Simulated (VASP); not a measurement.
Here is a VASP 6.6.1 calculation.

INCAR

```
ALGO = Normal
EDIFF = 1E-6
EDIFFG = -0.02
ENCUT = 520
GGA = PS
IBRION = 2
ISIF = 3
ISMEAR = 0
ISPIN = 2
ISYM = 0
LASPH = T
LCHARG = F
LDAU = T
LDAUJ = 0 0
LDAUL = 2 -1
LDAUPRINT = 1
LDAUTYPE = 2
LDAUU = 4 0
LMAXMIX = 4
LORBIT = 11
LREAL = F
LWAVE = F
MAGMOM = 3 -3 0 0
NELM = 150
NSW = 70
PREC = Accurate
SIGMA = 0.05
```

File KPOINTS:

```
k-points
0
Gamma
  9 9 5
```

POSCAR

```
CoO
1.0
    0.0000000000      2.1315016600      2.1315016600
    2.1315016600      0.0000000000      2.1315016600
    4.2630033200      4.2630033200      0.0000000000
Co O
2 2
Direct
   -0.0027270000     -0.0009780000     -0.0017820000
   -0.0039230000      0.0040300000      0.5007650000
    0.4992680000      0.4974120000      0.2476280000
    0.5041200000      0.5017260000      0.7470970000
```

Potentials or basis: VASP PAW PBE potentials, release 64 (Co, O).

Command:

```sh
$ cat potpaw_PBE.64/Co/POTCAR potpaw_PBE.64/O/POTCAR > POTCAR
$ mpirun -np 1 vasp_std > vasp.out
```

Estimate the space group after relaxing (to 0.05 Å).

C2/m (No. 12).

Predict the site moments.

Co +2.67, -2.67; O -0.00 μB.

Estimate the band gap on the k mesh.

2.69 eV.

Eigenvalues of the final occupation matrices:
| site | spin | trace | eigenvalues |
| --- | --- | --- | --- |
| site 1 d | 1 | 4.93 | 0.97 0.97 0.97 1.01 1.01 |
| site 1 d | 2 | 2.27 | 0.04 0.15 0.16 0.96 0.96 |
| site 2 d | 1 | 2.27 | 0.04 0.15 0.16 0.96 0.96 |
| site 2 d | 2 | 4.93 | 0.97 0.97 0.97 1.01 1.02 |

Caveat: an odd mesh through Γ misses points on the zone boundary, where band edges often lie. The state reached can hang on the start; a lower one may exist.
